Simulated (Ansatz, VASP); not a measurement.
Ge in VASP and in Ansatz

```
Ge
1.0
     0.00000    2.84969    2.84969
     2.84969    0.00000    2.84969
     2.84969    2.84969    0.00000
Ge
2
Direct
  0.50000 0.50000 0.50000
  0.75000 0.75000 0.75000
```

Alike in both runs: functional PBE; dispersion D3(BJ); k mesh 14 × 14 × 14; occupations gaussian, width 0.1 eV; no spin polarisation.

Ansatz relaxed the structure, and its values are those at the end. VASP's run is a single point on that final structure, the one shown.

```csv
,VASP,Ansatz
version,VASP 6.6.1,Ansatz 0.2.0
potentials or method,"VASP PAW PBE potentials, release 64 (Ge_d)","scalar-relativistic, plane waves, PAW"
plane-wave cutoff (eV),520,420
valence electrons in the cell,28,28
```

```csv
,VASP,Ansatz,Ansatz less VASP
gap on the k mesh at the Fermi level (eV),none,none,-
pressure (GPa),-0.1,0.0,+0.10
```

A gap of «none» marks a metal or a gap that the smearing closes.

Caveats: pairwise dispersion overbinds metals, which lowers pressure and volume; this crystal is a semiconductor, whose small gap the functional closes, so the metal is an error of the method.
